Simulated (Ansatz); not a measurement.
Ag: a film clamped to a substrate

These are results of DFT PBE, scalar-relativistic, plane waves, PAW in Ansatz 0.2.0, not measurements. Settings: plane waves to 420 eV, k-mesh 18×18×6 (Γ-centred), Gaussian smearing 0.15 eV. No spin polarisation. Energies are free energies at this smearing, counted from the undisturbed cell; pressure is positive in compression.

The undisturbed cell (relaxed at this level; this form isn't the usual structure):

```
Ag
1.0
     2.93682    0.00000    0.00000
    -1.46841    2.54336    0.00000
     0.00000    0.00000    9.56351
Ag
4
Direct
  0.33333 0.66667 0.25000
  0.66667 0.33333 0.75000
  0.00000 0.00000 0.00000
  0.00000 0.00000 0.50000
```

The cell (4 atoms, V0 = 71.43 Å³) is strained by p along both x and y and by q along z, fractional coordinates fixed. τp = (1/V0) ∂E/∂p = (σxx + σyy)(1 + p)(1 + q) and τq = (1/V0) ∂E/∂q = σzz(1 + p)², with tension positive.

| p | q | ΔE (meV/atom) | τp (GPa) | τq (GPa) |
| --- | --- | --- | --- | --- |
| 0.000 | 0.000 | 0.00 | 0.13 | -0.23 |
| -0.015 | 0.000 | 5.37 | -6.78 | -2.18 |
| 0.015 | 0.000 | 5.13 | 5.84 | 1.56 |
| 0.000 | -0.015 | 2.34 | -1.85 | -2.63 |
| 0.000 | 0.015 | 1.40 | 1.91 | 1.85 |

Get the second derivatives of the energy density.

Central differences give A = ∂τp/∂p = 420 GPa (C11 + C22 + 2 C12), C = ∂τq/∂q = 149 GPa (C33) and the cross term B = ∂τq/∂p = 125 GPa (C13 + C23); ∂τp/∂q = 126 GPa must equal B, and any difference shows higher-order terms. The ions are clamped.

A film of this crystal grows with z along the normal on a substrate that imposes p. How does its thickness respond, and what does the misfit cost?

Count p and q from the stress-free cell. A free surface needs τq = 0, so q = −(B/C) p = -0.84 p. The energy density left is (A − B²/C) p²/2 = M p², with the biaxial modulus M = 158 GPa; a misfit of 1 % costs 1.76 meV/atom, against 2.34 meV/atom if the thickness were held.

In a metal these slopes depend on the k mesh and the smearing.

Cost: 25 runs of about 15 core-minutes in all, on Intel Xeon Processor @ 2.50GHz (Skylake/Cascade Lake) (shared hosts).

Letting the thickness relax lowers the cost of a 1 % misfit from 2.34 to 1.76 meV/atom, yet the normal strain of -0.84 p offsets less than half of the in-plane area change, so the film doesn't keep its volume. The strong Poisson response is typical of a noble metal: the nearly free s electrons and the overlap of filled d shells resist a change of volume much more than a change of shape. The same short-range repulsion steepens on compression, which is why the in-plane stress is larger at p = -0.015 than at p = 0.015.

The cell is double-hexagonal close-packed, and its atomic sites have no free coordinates under these strains, so clamping the ions should leave the moduli unchanged. Since its layers are those of a face-centred cubic (111) film, similar behaviour is likely there. PBE tends to make silver too large and too soft, so the misfit cost is probably underestimated. The elastic energy alone doesn't tell at what thickness dislocations would relieve the misfit.
